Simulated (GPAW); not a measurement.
NdH2 in GPAW: convergence with smearing width (eV)

Crystal: NdH2.

```
Nd H
1.0
     0.00000    2.73500    2.73500
     2.73500    0.00000    2.73500
     2.73500    2.73500    0.00000
Nd H
1 2
Direct
  0.00000 0.00000 0.00000
  0.75000 0.75000 0.75000
  0.25000 0.25000 0.25000
```

| Property | Result |
| --- | --- |
| Program | GPAW 26.7.0 |
| Task | convergence study |
| Functional | LDA |
| Potentials or basis | the program's PAW data sets (release 1.2.1) made for this functional |
| Cutoff | 800 eV |
| Basis | pw |
| k mesh | 6 × 6 × 6 |
| Occupations | fermi-dirac, width 0.5 eV |
| Spin | collinear spin, ferromagnetic start |
| Starting moments | [3.0, 0.0, 0.0] μB |

These are the settings of the first run; the series varies smearing width (eV), with any setting tied to it.

Hardware: 1 thread of Arm Neoverse V1, on a shared host.

Question: The values tried are 0.5, 0.3, 0.2, 0.15, 0.1, 0.05, 0.025, 0.01, loosest first. From which on does the largest site moment stay within 0.02 μB of the tightest run that finished?

Answer: From 0.1 on.

```csv
smearing width (eV),"energy less the tightest run, at zero smearing (meV/atom)",pressure (GPa),largest site moment (μB),SCF cycles,CPU time (s),peak memory (GiB)
0.5,-269.24,-0.93,2.90,13,44,0.21
0.3,-149.83,-1.37,3.16,14,47,0.21
0.2,-83.28,-1.75,3.19,13,45,0.21
0.15,-52.61,-1.99,3.20,13,46,0.21
0.1,-25.78,-2.27,3.21,14,48,0.21
0.05,-5.65,-2.62,3.22,15,50,0.21
0.025,-0.71,-2.88,3.23,16,52,0.21
0.01,0.00,-3.02,3.23,17,55,0.22
```

Against the tightest run, the energy stays within 1 meV/atom from 0.025 on. Not settled before the last step: the pressure (to 0.1 GPa). Narrower smearing needs a denser k mesh, so at a fixed mesh the narrowest width isn't the most accurate. The tightest run that finished is the yardstick and may itself not be fully converged.

Caveat, for the tightest run too: one-centre terms of the f shell are cut off; the magnetic or orbital state may not be the lowest. The state reached can hang on the start; a lower one may exist.
